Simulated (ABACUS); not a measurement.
Input of an ABACUS 3.10.1 run:

Contents of INPUT:

```
INPUT_PARAMETERS
suffix              GaP
calculation         scf
basis_type          pw
pseudo_dir          ./
symmetry            1
dft_functional      pbe
ecutwfc             81
pseudo_rcut         10
nspin               1
nbands              13
ks_solver           dav
smearing_method     fd
smearing_sigma      0.00367493
scf_thr             1e-08
scf_nmax            100
mixing_type         broyden
mixing_beta         0.7
cal_force           1
cal_stress          1
kpar                4
```

Contents of STRU:

```
ATOMIC_SPECIES
Ga 69.7230 Ga.upf
P 30.9738 P.upf

LATTICE_CONSTANT
1.8897261246

LATTICE_VECTORS
0.0000000000 2.7252500000 2.7252500000
2.7252500000 0.0000000000 2.7252500000
2.7252500000 2.7252500000 0.0000000000

ATOMIC_POSITIONS
Direct

Ga
0.0
1
0.0000000000 0.0000000000 0.0000000000 1 1 1

P
0.0
1
0.7500000000 0.7500000000 0.7500000000 1 1 1
```

Contents of KPT:

```
K_POINTS
0
Gamma
8 8 8 0 0 0
```

Potentials or basis: PseudoDojo NC SR 0.4.1 PBE standard, plane waves.

The run is started by

```console
$ OMP_NUM_THREADS=1 mpirun -np 4 abacus > log
```

Question: What does it give for the pressure?

Answer: 2.6 GPa.

Question: Estimate the band gap on the k mesh.

Answer: 1.64 eV, indirect (least direct gap 1.82 eV).

**Experimental background.**

“Stacking defects in GaP nanowires: Electronic structure and optical properties”, 2018, arxiv:1810.01194 quotes, for a bulk crystal of GaP at 10 K: band gap 2.34 eV (indirect).

Against the measured gap of GaP, 2.34 eV (indirect; 10 K; quoted in “Stacking defects in GaP nanowires: Electronic structure and optical properties”, 2018, arxiv:1810.01194), the calculated 1.64 eV is off by -0.70 eV. Spin-orbit coupling on Ga is left out. The value is that of PBE on a finite k mesh, which can miss the band edges, without temperature or zero-point motion. Semilocal functionals fall short of measured gaps as a rule.
